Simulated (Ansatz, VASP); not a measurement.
Ge in VASP and in Ansatz

```xyz
2
Lattice="0.0000 2.8661 2.8661 2.8661 0.0000 2.8661 2.8661 2.8661 0.0000" Properties=species:S:1:pos:R:3 pbc="T T T"
Ge    4.2992    4.2992    4.2992
Ge    2.8661    2.8661    2.8661
```

Change from the starting cell: volume scaled by 1.04.

Alike in both runs: task single point; functional PBEsol; k mesh 8 × 8 × 8; occupations fermi-dirac, width 0.05 eV; no spin polarisation.

|  | VASP | Ansatz |
| --- | --- | --- |
| version | VASP 6.6.1 | Ansatz 0.2.0 |
| potentials or method | VASP PAW PBE potentials, release 64 (Ge_d) | Ansatz PAW |
| plane-wave cutoff (eV) | 520 | 420 |
| valence electrons in the cell | 28 | 28 |

Ansatz gave:

- gap on the k mesh at the Fermi level (eV): none
- pressure (GPa): -1.8

What did VASP give for the same quantities?

gap on the k mesh at the Fermi level (eV): none; pressure (GPa): -1.9.

A gap of «none» marks a metal or a gap that the smearing closes.

Caveats: the PAW data sets were made with another functional, which shifts forces and pressure a little (VASP); the PAW data sets come from PBE, with cores solved anew for the run's functional, which leaves a small shift of forces and pressure (Ansatz).
